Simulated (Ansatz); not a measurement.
## Al₂Ru: pressure against volume

Al₂Ru, Fddd, a = 4.701 Å, b = 7.975 Å, c = 8.770 Å. The structure is a Materials Project entry; whether it is the stable form wasn't checked. Ansatz: PBEsol, PAW, 420 eV, Γ-centred 10×10×10 mesh on 6 atoms, Gaussian smearing 0.01 eV; no spin polarisation. Shape and atoms are relaxed at each volume; pressure is positive in compression.

```tsv
V (Å³/atom)	P (GPa)
12.879	12.66
13.290	?
13.701	0.00
14.112	-4.94
14.523	-9.15
```

**Question.** Take V0 = 13.701 Å³/atom, fit the third-order Birch–Murnaghan form to the other rows, and predict the missing pressure.

**Answer.** With the Eulerian strain f = ½[(V0/V)^(2/3) − 1] and y = P/[3f(1 + 2f)^(5/2)], the form is the line y = B0 + 1.5 B0 (B0′ − 4) f. Rows (f, y): 0.02105, 180.8; -0.00976, 177.2; -0.01905, 176.4. Means f = -0.002587, y = 178.13; Σ(Δf)² = 0.0008812, ΣΔfΔy = 0.09826; the slope is their ratio. y = 178.4 + 111.5 f GPa, so B0 = 178.4 GPa and B0′ = 4 + 2 × (111.5)/(3 × 178.4) = 4.42. At V = 13.290, f = 0.01026, y = 179.54 and P = 5.81 GPa. The run gave 5.82 GPa, so the fit is 0.01 GPa too low, within twice the rms miss on the fitted rows (0.006 GPa).